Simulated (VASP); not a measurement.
# CaSe (F-43m) in VASP: further runs, part 2 of 2

VASP 6.6.1. The steps go on from the part before.

**4. Single point, r2SCAN (epitaxial_xy strain -2.5%)**

Contents of POSCAR:

```
CaSe
1.0
    0.0000000000      3.1975723331      3.4099357151
    3.1975723331      0.0000000000      3.4099357151
    3.1975723331      3.1975723331      0.0000000000
Ca Se
1 1
Direct
    0.0000000000      0.0000000000      0.0000000000
    0.2500000000      0.2500000000      0.2500000000
```

Contents of INCAR.step1:

```
ALGO     = Normal         # electronic algorithm
EDIFF    = 1E-4           # SCF threshold, eV
ENCUT    = 520            # plane-wave cutoff, eV
GGA      = PE             # functional
ISMEAR   = 0              # smearing method
LASPH    = True           # aspherical terms in the spheres
LCHARG   = False          # write CHGCAR
LREAL    = False          # projectors in reciprocal space
LWAVE    = True           # write WAVECAR
NBANDS   = 15             # bands
NELM     = 100            # most SCF steps
PREC     = Accurate       # precision mode
SIGMA    = 0.01           # smearing width, eV
```

Contents of INCAR.step2:

```
ALGO     = Normal         # electronic algorithm
EDIFF    = 1E-7           # SCF threshold, eV
ENCUT    = 520            # plane-wave cutoff, eV
ISIF     = 2              # what is computed and relaxed
ISMEAR   = 0              # smearing method
ISTART   = 1            
LASPH    = True           # aspherical terms in the spheres
LCHARG   = False          # write CHGCAR
LMIXTAU  = True         
LREAL    = False          # projectors in reciprocal space
LWAVE    = False          # write WAVECAR
METAGGA  = R2SCAN         # meta-GGA
NBANDS   = 15             # bands
NELM     = 100            # most SCF steps
PREC     = Accurate       # precision mode
SIGMA    = 0.01           # smearing width, eV
```

Contents of KPOINTS:

```
k-points
0
Gamma
  6 6 6
```

Potentials or basis: VASP PAW PBE potentials, release 64 (Ca_sv, Se).

Run with:

```console
$ cat potpaw_PBE.64/Ca_sv/POTCAR potpaw_PBE.64/Se/POTCAR > POTCAR
$ cp INCAR.step1 INCAR
$ mpirun -np 1 vasp_std > vasp.out
$ cp INCAR.step2 INCAR
$ mpirun -np 1 vasp_std > vasp.out
```

OUTCAR:

```text
EDIFF = 1E-7
   ENCUT = 520
   ISIF = 2
   ISMEAR = 0
   ISTART = 1
   LASPH = True
   LREAL = False
   METAGGA = R2SCAN
   NELM = 100
   PREC = Accurate

 ion  position               nearest neighbor table
   1  0.000  0.000  0.000-   2 2.83   2 2.83   2 2.83   2 2.83
   2  0.250  0.250  0.250-   1 2.83   1 2.83   1 2.83   1 2.83

  LATTYP: Found a body centered tetragonal cell.
 ALAT       =     4.5220501601
 C/A-ratio  =     1.5081370592

  Lattice vectors:

 A1 = (  -3.1975723331,   0.0000000000,   3.4099357151)
 A2 = (   3.1975723331,   0.0000000000,   3.4099357151)
 A3 = (   0.0000000000,   3.1975723331,  -3.4099357151)

Analysis of symmetry for initial positions (statically):
=====================================================================
 Subroutine PRICEL returns:
 Original cell was already a primitive cell.

 Routine SETGRP: Setting up the symmetry group for a
 body centered tetragonal supercell.

 Subroutine GETGRP returns: Found  8 space group operations
 (whereof  8 operations were pure point group operations)
 out of a pool of 16 trial point group operations.

[... 167 lines left out ...]
 fundamental gap:      3.6033859792
 Fermi energy:        -0.3567100684

 k-point     1 :       0.0000    0.0000    0.0000
  band No.  band energies     occupation
      1     -41.0908      2.00000
      2     -21.2304      2.00000
      3     -21.2304      2.00000
      4     -21.2124      2.00000
      5     -11.2672      2.00000
      6      -0.6864      2.00000
      7      -0.5891      2.00000
      8      -0.5891      2.00000
      9       3.1788      0.00000
     10       5.2588      0.00000
     11       5.6009      0.00000
     12       7.2689      0.00000
     13       7.5901      0.00000
     14       7.5901      0.00000
[... 401 lines left out ...]
      2     -21.2784      2.00000
      3     -21.2486      2.00000
      4     -21.2257      2.00000
      5     -10.9131      2.00000
      6      -1.6156      2.00000
      7      -0.8167      2.00000
      8      -0.6247      2.00000
      9       3.6676      0.00000
     10       5.1153      0.00000
     11       5.9085      0.00000
     12       6.4677      0.00000
     13       6.6607      0.00000
     14       7.9080      0.00000
     15       9.2857      0.00000

 [... further k-points ...]
[... 5 lines left out ...]
  --------------------------------------------------------------------------------------
  -------------------------------------------------------------------------------------
  Total        0.2896498      0.2896498      0.0921392      0.0000000      0.0000000     -0.0000000
  in kB        6.6552879      6.6552879      2.1170829      0.0000000      0.0000000     -0.0000000
  external PRESSURE =       5.1425529 kB  Pullay stress =       0.0000000 kB

 VOLUME and BASIS-vectors are now :
 -----------------------------------------------------------------------------
  energy-cutoff  :      520.00
  volume of cell :       69.73
      direct lattice vectors                 reciprocal lattice vectors
     0.000000000  3.197572333  3.409935715    -0.156368628  0.156368628  0.146630330
     3.197572333  0.000000000  3.409935715     0.156368628 -0.156368628  0.146630330
     3.197572333  3.197572333  0.000000000     0.156368628  0.156368628 -0.146630330

 POSITION                                       TOTAL-FORCE (eV/Angst)
 -----------------------------------------------------------------------------------
      0.00000      0.00000      0.00000        -0.000000     -0.000000      0.000000
      1.59879      1.59879      1.70497         0.000000      0.000000     -0.000000
 -----------------------------------------------------------------------------------
    total drift:                                0.000000      0.000000     -0.000000

  FREE ENERGIE OF THE ION-ELECTRON SYSTEM (eV)
  ---------------------------------------------------
  free  energy   TOTEN  =       -25.3544482965 eV

  energy  without entropy=      -25.3544482965  energy(sigma->0) =      -25.35444830
```

OUTCAR.step1:

```text
EDIFF = 1E-4
   ENCUT = 520
   GGA = PE
   ISMEAR = 0
   LASPH = True
[... 654 lines left out ...]
 -----------------------------------------------------------------------------------
      0.00000      0.00000      0.00000         0.000000      0.000000      0.000000
      1.59879      1.59879      1.70497        -0.000000     -0.000000     -0.000000
 -----------------------------------------------------------------------------------
    total drift:                               -0.000000     -0.000000      0.000000

  FREE ENERGIE OF THE ION-ELECTRON SYSTEM (eV)
  ---------------------------------------------------
  free  energy   TOTEN  =        -8.9604809581 eV

  energy  without entropy=       -8.9604809581  energy(sigma->0) =       -8.96048096
```

OSZICAR.step1:

```text
N       E                     dE             d eps       ncg     rms          rms(c)
DAV:   1     0.106640622571E+03    0.10664E+03   -0.71865E+03   900   0.943E+02
DAV:   2    -0.375832550248E+01   -0.11040E+03   -0.10502E+03  1117   0.229E+02
DAV:   3    -0.904992630344E+01   -0.52916E+01   -0.52454E+01  1272   0.475E+01
DAV:   4    -0.938662478918E+01   -0.33670E+00   -0.33647E+00  1278   0.997E+00
DAV:   5    -0.938929293828E+01   -0.26681E-02   -0.26680E-02  1216   0.104E+00    0.436E+00
DAV:   6    -0.899086049836E+01    0.39843E+00   -0.51449E-01  1012   0.313E+00    0.252E+00
DAV:   7    -0.894683811568E+01    0.44022E-01   -0.22061E-01  1237   0.246E+00    0.104E+00
DAV:   8    -0.895923897496E+01   -0.12401E-01   -0.28558E-02  1054   0.128E+00    0.203E-01
DAV:   9    -0.895945585387E+01   -0.21688E-03   -0.22484E-03  1201   0.408E-01    0.105E-01
DAV:  10    -0.896034526542E+01   -0.88941E-03   -0.79207E-04  1012   0.157E-01    0.324E-02
DAV:  11    -0.896048081112E+01   -0.13555E-03   -0.23254E-04  1158   0.874E-02    0.118E-02
DAV:  12    -0.896048095809E+01   -0.14696E-06   -0.10714E-05   737   0.189E-02
   1 F= -.89604810E+01 E0= -.89604810E+01  d E =-.845175E-16
```

It took 1.8 min on 1 thread of Intel Xeon Platinum 8375C at 2.90GHz (Ice Lake), shared host; peak memory 0.23 GiB.

What came out:

* Free energy: -25.3544 eV
* Pressure: 0.5 GPa
* Band gap on the k mesh: 3.60 eV, indirect (least direct gap 3.77 eV)

Caveat: the PAW data sets were made with another functional, which shifts forces and pressure a little. A k mesh can miss the band edges.

**5. Overview**

| level | cell | smearing | gap on the mesh (eV) | pressure (GPa) |
| --- | --- | --- | --- | --- |
| PBE | as given | fermi-dirac 0.02 eV | 3.21 | 0.6 |
| r2SCAN | hydrostatic strain -1.5% | gaussian 0.01 eV | 3.84 | 2.0 |
| r2SCAN | epitaxial_xy strain -2.5% | gaussian 0.01 eV | 3.60 | 0.5 |

Alike in all rows: task single point; potentials or basis VASP PAW PBE potentials, release 64 (Ca_sv, Se); no spin polarisation; k mesh 6 × 6 × 6; cutoff (eV) 520.

Caveats: the PAW data sets were made with another functional, which shifts forces and pressure a little (some runs).

Total energies depend on the potentials used, so only differences within one code and one set of settings carry meaning.
